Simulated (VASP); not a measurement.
# InP (rvv) (F-43m) in VASP: a series of runs

Runs on InP (rvv). Level: r2SCAN+rVV10. Tasks: single point, relaxation of cell and atoms.

Everything below comes from runs of VASP 6.6.1. Logs are shortened: lines on timing, memory, paths and dates and some standing lists are left out, and cuts for length are marked.

**Measured values to compare with.**

A printed reference work, data compilation reports, for a bulk crystal of InP at 1.6 K: band gap 1.4236 eV (direct).

The results are compared with them further down.

## Step 1: The structure

The structure is cubic, space group F-43m (No. 216). The conventional cell has a = 5.886 Å, b = 5.886 Å, c = 5.886 Å, α = 90.00°, β = 90.00°, γ = 90.00°. In (site symmetry -43m) is surrounded by 4 P at 2.55 Å. Around P (site symmetry -43m) lie 4 In at 2.55 Å.

## Step 2: Single point, r2SCAN+rVV10

The input, POSCAR:

```
InP
1.0
    0.0000000000      2.9429633299      2.9429633299
    2.9429633299      0.0000000000      2.9429633299
    2.9429633299      2.9429633299      0.0000000000
In P
1 1
Direct
    0.0000000000      0.0000000000      0.0000000000
    0.2500000000      0.2500000000      0.2500000000
```

The input, INCAR.step1:

```
SYSTEM = InP
ALGO = Normal ; EDIFF = 1E-4
ENCUT = 520 ; GGA = PE
ISMEAR = 0 ; LASPH = .TRUE.
LCHARG = .FALSE. ; LREAL = .FALSE.
LWAVE = .TRUE. ; NBANDS = 16
NELM = 100 ; PREC = Accurate
SIGMA = 0.02
```

The input, INCAR.step2:

```
SYSTEM = InP
ALGO = Normal ; BPARAM = 11.95
CPARAM = 0.0093 ; EDIFF = 1E-6
ENCUT = 520 ; ISIF = 2
ISMEAR = 0 ; ISTART = 1
IVDW_NL = 2 ; LASPH = .TRUE.
LCHARG = .FALSE. ; LMIXTAU = .TRUE.
LREAL = .FALSE. ; LUSE_VDW = .TRUE.
LWAVE = .FALSE. ; METAGGA = R2SCAN
NBANDS = 16 ; NELM = 100
PREC = Accurate ; SIGMA = 0.02
```

The input, KPOINTS:

```
k-points
0
G
  8 8 8
  0 0 0
```

Potentials or basis: VASP PAW PBE potentials, release 64 (In_d, P).

Command:

```
$ cat potpaw_PBE.64/In_d/POTCAR potpaw_PBE.64/P/POTCAR > POTCAR
$ cp INCAR.step1 INCAR
$ mpirun -np 1 vasp_std > vasp.out
$ cp INCAR.step2 INCAR
$ mpirun -np 1 vasp_std > vasp.out
```

OUTCAR:

```text
SYSTEM = InP
   BPARAM = 11.95
   EDIFF = 1E-6
   ENCUT = 520
   ISIF = 2
   ISMEAR = 0
   ISTART = 1
   IVDW_NL = 2
   LASPH = .TRUE.
   LREAL = .FALSE.
   METAGGA = R2SCAN
   NELM = 100
   PREC = Accurate

 ion  position               nearest neighbor table
   1  0.000  0.000  0.000-   2 2.55   2 2.55   2 2.55   2 2.55
   2  0.250  0.250  0.250-   1 2.55   1 2.55   1 2.55   1 2.55

  LATTYP: Found a face centered cubic cell.
 ALAT       =     5.8859266598

  Lattice vectors:

 A1 = (   0.0000000000,   2.9429633299,   2.9429633299)
 A2 = (   2.9429633299,   0.0000000000,   2.9429633299)
 A3 = (   2.9429633299,   2.9429633299,   0.0000000000)

Analysis of symmetry for initial positions (statically):
=====================================================================
 Subroutine PRICEL returns:
 Original cell was already a primitive cell.

 Routine SETGRP: Setting up the symmetry group for a
 face centered cubic supercell.

 Subroutine GETGRP returns: Found 24 space group operations
 (whereof 24 operations were pure point group operations)
 out of a pool of 48 trial point group operations.

The static configuration has the point symmetry T_d .

Analysis of symmetry for dynamics (positions and initial velocities):
=====================================================================
 Subroutine PRICEL returns:
 Original cell was already a primitive cell.

 Routine SETGRP: Setting up the symmetry group for a
 face centered cubic supercell.

 Subroutine GETGRP returns: Found 24 space group operations
 (whereof 24 operations were pure point group operations)
 out of a pool of 48 trial point group operations.

The dynamic configuration has the point symmetry T_d .

 Subroutine INISYM returns: Found 24 space group operations
 (whereof 24 operations are pure point group operations),
 and found     1 'primitive' translations

----------------------------------------------------------------------------------------

                                     Primitive cell

  volume of cell :      50.9782

  direct lattice vectors                    reciprocal lattice vectors
     0.000000000  2.942963330  2.942963330    -0.169896782  0.169896782  0.169896782
     2.942963330  0.000000000  2.942963330     0.169896782 -0.169896782  0.169896782
     2.942963330  2.942963330  0.000000000     0.169896782  0.169896782 -0.169896782

  length of vectors
     4.161978655  4.161978655  4.161978655     0.294269859  0.294269859  0.294269859
[... 81 lines left out ...]
   EDIFF  = 0.1E-05   stopping-criterion for ELM
   LREAL  =      F    real-space projection
   EDIFFG = 0.1E-04   stopping-criterion for IOM
   NSW    =      0    number of steps for IOM
   IBRION =     -1    ionic relax: 0-MD 1-quasi-New 2-CG
   NFREE  =      0    steps in history (QN), initial steepest desc. (CG)
   ISIF   =      2    stress and relaxation
   ISYM   =      2    0-nonsym 1-usesym 2-fastsym
   POTIM  = 0.5000    time-step for ionic-motion
   TEBEG  =    0.0;   TEEND  =   0.0 temperature during run
   PSTRESS=    0.0 pullay stress
   NELECT =      18.0000    total number of electrons
   NUPDOWN=      -1.0000    fix difference up-down
   EMIN   =  10.00;   EMAX   =-10.00  energy-range for DOS
   EFERMI =   0.00;   METHOD = LEGACY
   ISMEAR =     0;   SIGMA  =   0.02  broadening in eV -4-tet -1-fermi 0-gaus
   EFERMI_NEDOS =   21; number of points for ismear=-14 and -15
   IALGO  =     38    algorithm
   IMIX   =      4    mixing-type and parameters
     AMIX     =   0.40;   BMIX     =  1.00
     AMIX_MAG =   1.60;   BMIX_MAG =  1.00
  volume/ion in A,a.u.               =      25.49       172.01
  Fermi-wavevector in a.u.,A,eV,Ry     =   1.157100  2.186602 18.216567  1.338880
  Thomas-Fermi vector in A             =   2.293714
   LORBIT       =      0    0 simple, 1 ext, 2 COOP (PROOUT), +10 PAW based schemes
   METAGGA = R2SCAN    functional components
   LHFCALC =     F    Hartree Fock is set to
   AEXX    =    0.0000 exact exchange contribution
   IVDW_NL    =     2    kernel type
   BPARAM     =11.9500
   IVDW    =     0    specifies the selected vdW correction
   LEPSILON=     F    determine dielectric tensor
   LRPA    =     F    only Hartree local field effects (RPA)
 non-spin polarized calculation
 Gauss-broadening in eV      SIGMA  =   0.02
  energy-cutoff  :      520.00
  volume of cell :       50.98
 maximum number of plane-waves:      1387
   NGX = 15   NGY = 15   NGZ = 15

 number of electron      18.0000008 magnetization

 Free energy of the ion-electron system (eV)
  ---------------------------------------------------
  ext. energy  EPLUGINS =         0.00000000
  ---------------------------------------------------
  free energy    TOTEN  =       -31.81118454 eV

  energy without entropy =      -31.81118454  energy(sigma->0) =      -31.81118454

 E-fermi :   4.9724     XC(G=0):  -9.8836

 val. band max:        4.8617634975   @ k =   0.0000   0.0000   0.0000
 cond. band min:       5.9275801343   @ k =   0.0000   0.0000   0.0000
 fundamental gap:      1.0658166368
 Fermi energy:         4.9724165079

 k-point     1 :       0.0000    0.0000    0.0000
  band No.  band energies     occupation
      1      -9.7519      2.00000
      2      -9.7519      2.00000
      3      -9.7519      2.00000
      4      -9.5787      2.00000
      5      -9.5787      2.00000
      6      -7.0587      2.00000
[... 433 lines left out ...]
      3      -9.6794      2.00000
      4      -9.5848      2.00000
      5      -9.5658      2.00000
      6      -4.9645      2.00000
[... 8 lines left out ...]
     15      16.0607      0.00000
     16      16.7631      0.00000

 [... further k-points ...]

------------------------ aborting loop because EDIFF is reached ----------------------------------------

  FORCE on cell =-STRESS in cart. coord.  units (eV):
  Direction    XX          YY          ZZ          XY          YZ          ZX
  --------------------------------------------------------------------------------------
  -------------------------------------------------------------------------------------
  Total       -0.0141281     -0.0141281     -0.0141281     -0.0000000      0.0000000     -0.0000000
  in kB       -0.4440267     -0.4440267     -0.4440267     -0.0000000      0.0000000     -0.0000000
  external PRESSURE =      -0.4440267 kB  Pullay stress =       0.0000000 kB

 VOLUME and BASIS-vectors are now :
 -----------------------------------------------------------------------------
  energy-cutoff  :      520.00
  volume of cell :       50.98
      direct lattice vectors                 reciprocal lattice vectors
     0.000000000  2.942963330  2.942963330    -0.169896782  0.169896782  0.169896782
     2.942963330  0.000000000  2.942963330     0.169896782 -0.169896782  0.169896782
     2.942963330  2.942963330  0.000000000     0.169896782  0.169896782 -0.169896782

 POSITION                                       TOTAL-FORCE (eV/Angst)
 -----------------------------------------------------------------------------------
      0.00000      0.00000      0.00000         0.000000      0.000000      0.000000
      1.47148      1.47148      1.47148        -0.000000     -0.000000     -0.000000
 -----------------------------------------------------------------------------------
    total drift:                               -0.000002     -0.000002     -0.000002

  FREE ENERGIE OF THE ION-ELECTRON SYSTEM (eV)
  ---------------------------------------------------
  free  energy   TOTEN  =       -31.8111845384 eV

  energy  without entropy=      -31.8111845384  energy(sigma->0) =      -31.81118454
```

OUTCAR.step1:

```text
SYSTEM = InP
   EDIFF = 1E-4
   ENCUT = 520
   GGA = PE
   ISMEAR = 0
   LASPH = .TRUE.
   LREAL = .FALSE.
[... 677 lines left out ...]
      0.00000      0.00000      0.00000         0.000000      0.000000     -0.000000
      1.47148      1.47148      1.47148        -0.000000     -0.000000      0.000000
 -----------------------------------------------------------------------------------
    total drift:                               -0.000000     -0.000000     -0.000000

  FREE ENERGIE OF THE ION-ELECTRON SYSTEM (eV)
  ---------------------------------------------------
  free  energy   TOTEN  =        -8.3922831607 eV

  energy  without entropy=       -8.3922831607  energy(sigma->0) =       -8.39228316
```

OSZICAR.step1:

```text
N       E                     dE             d eps       ncg     rms          rms(c)
DAV:   1     0.113021423010E+03    0.11302E+03   -0.85412E+03   928   0.124E+03
DAV:   2    -0.126475024808E+01   -0.11429E+03   -0.10947E+03  1064   0.298E+02
DAV:   3    -0.859658122198E+01   -0.73318E+01   -0.72917E+01  1184   0.748E+01
DAV:   4    -0.879863054353E+01   -0.20205E+00   -0.20197E+00  1224   0.134E+01
DAV:   5    -0.880915784068E+01   -0.10527E-01   -0.10527E-01  1408   0.259E+00    0.558E+00
DAV:   6    -0.841908006175E+01    0.39008E+00   -0.62182E-01  1472   0.127E+01    0.335E+00
DAV:   7    -0.839097320253E+01    0.28107E-01   -0.15739E-01  1360   0.311E+00    0.125E+00
DAV:   8    -0.839142764088E+01   -0.45444E-03   -0.15289E-02  1160   0.145E+00    0.318E-01
DAV:   9    -0.839205807363E+01   -0.63043E-03   -0.12963E-03  1192   0.383E-01    0.155E-01
DAV:  10    -0.839220681745E+01   -0.14874E-03   -0.22775E-04  1120   0.201E-01    0.906E-02
DAV:  11    -0.839228316070E+01   -0.76343E-04   -0.14453E-04  1072   0.112E-01
   1 F= -.83922832E+01 E0= -.83922832E+01  d E =-.494298E-31
```

It took 1.9 min on 1 thread of Intel Xeon Platinum 8375C at 2.90GHz (Ice Lake), shared host; peak memory 0.32 GiB.

What came out:

* Free energy: -31.8112 eV
* Pressure: 0.0 GPa
* Band gap on the k mesh: 1.07 eV, direct

Caveat: the PAW data sets were made with another functional, which shifts forces and pressure a little; spin-orbit coupling is left out, which moves the levels of the heavy elements.

## Step 3: Relaxation of cell and atoms, r2SCAN+rVV10

This run uses another cell than the first one, of 25.17 Å³/atom, 0.987 times its volume.

The input, POSCAR:

```
InP
1.0
    0.0000000000      2.9305000000      2.9305000000
    2.9305000000      0.0000000000      2.9305000000
    2.9305000000      2.9305000000      0.0000000000
In P
1 1
Direct
    0.0000000000      0.0000000000      0.0000000000
    0.2500000000      0.2500000000      0.2500000000
```

The input, INCAR.step1:

```
SYSTEM = InP
ALGO = Normal
EDIFF = 1E-4
ENCUT = 600
GGA = PE
ISMEAR = 0
LASPH = .TRUE.
LCHARG = .FALSE.
LREAL = .FALSE.
LWAVE = .TRUE.
NELM = 100
PREC = Accurate
SIGMA = 0.02
```

The input, INCAR.step2:

```
SYSTEM = InP
ALGO = Normal
BPARAM = 11.95
CPARAM = 0.0093
EDIFF = 1E-7
EDIFFG = -0.002
ENCUT = 600
IBRION = 2
ISIF = 3
ISMEAR = 0
ISTART = 1
IVDW_NL = 2
LASPH = .TRUE.
LCHARG = .FALSE.
LMIXTAU = .TRUE.
LREAL = .FALSE.
LUSE_VDW = .TRUE.
LWAVE = .FALSE.
METAGGA = R2SCAN
NELM = 100
NSW = 100
PREC = Accurate
SIGMA = 0.02
```

KPOINTS is that of step 2.

Potentials or basis: VASP PAW PBE potentials, release 64 (In_d, P).

Command:

```
$ cat potpaw_PBE.64/In_d/POTCAR potpaw_PBE.64/P/POTCAR > POTCAR
$ cp INCAR.step1 INCAR
$ mpirun -np 1 vasp_std > vasp.out
$ cp INCAR.step2 INCAR
$ mpirun -np 1 vasp_std > vasp.out
```

It took 10 min on 1 thread of Intel Xeon Platinum 8375C at 2.90GHz (Ice Lake), shared host; peak memory 0.41 GiB.

The run converged. Its results:

| Property | Result |
| --- | --- |
| Free energy | -31.8121 eV |
| Relaxed volume | 25.48 Å³/atom |
| Relaxed cell | a = 4.162 Å, b = 4.162 Å, c = 4.162 Å, α = 60.00°, β = 60.00°, γ = 60.00° |
| Space group after relaxing (to 0.05 Å) | F-43m (No. 216) |
| Energy gained by relaxing | 0.9 meV/atom |
| Ionic steps | 3 |
| Pressure after relaxing | 0.0 GPa |
| Band gap on the k mesh | 1.07 eV, direct |

The path:
| step | energy change (eV) | largest force (eV/Å) | pressure (GPa) | volume (Å³) |
| --- | --- | --- | --- | --- |
| 1 | 0.0000 | 0.0000 | 0.92 | 50.33 |
| 2 | -0.0010 | 0.0000 | -0.57 | 51.39 |
| 3 | -0.0018 | 0.0000 | 0.01 | 50.97 |

Final structure:
```yaml
crystal:
  lattice:
    - [0.00000, 2.94276, 2.94276]
    - [2.94276, 0.00000, 2.94276]
    - [2.94276, 2.94276, 0.00000]
  atoms:
    - { symbol: In, position: [0.00000, 0.00000, 0.00000] }
    - { symbol: P, position: [0.25000, 0.25000, 0.25000] }
```

Levels at points of the mesh, in eV from the valence-band top:
| k point | band 6 | band 7 | band 8 | band 9 | band 10 | band 11 | band 12 | band 13 |
| --- | --- | --- | --- | --- | --- | --- | --- | --- |
| (0.00, 0.00, 0.00) | -11.92 | 0.00 | 0.00 | 0.00 | 1.07 | 4.42 | 4.42 | 4.42 |
| (0.50, 0.00, 0.00) | -10.15 | -5.83 | -0.99 | -0.99 | 1.80 | 5.13 | 5.13 | 7.44 |
| (0.50, 0.50, 0.00) | -9.49 | -5.83 | -2.38 | -2.38 | 1.96 | 2.51 | 9.75 | 10.22 |

Caveat: the PAW data sets were made with another functional, which shifts forces and pressure a little; spin-orbit coupling is left out, which moves the levels of the heavy elements. Zero-point motion and thermal expansion aren't in these numbers.

(Continued in part 2 of 2.)
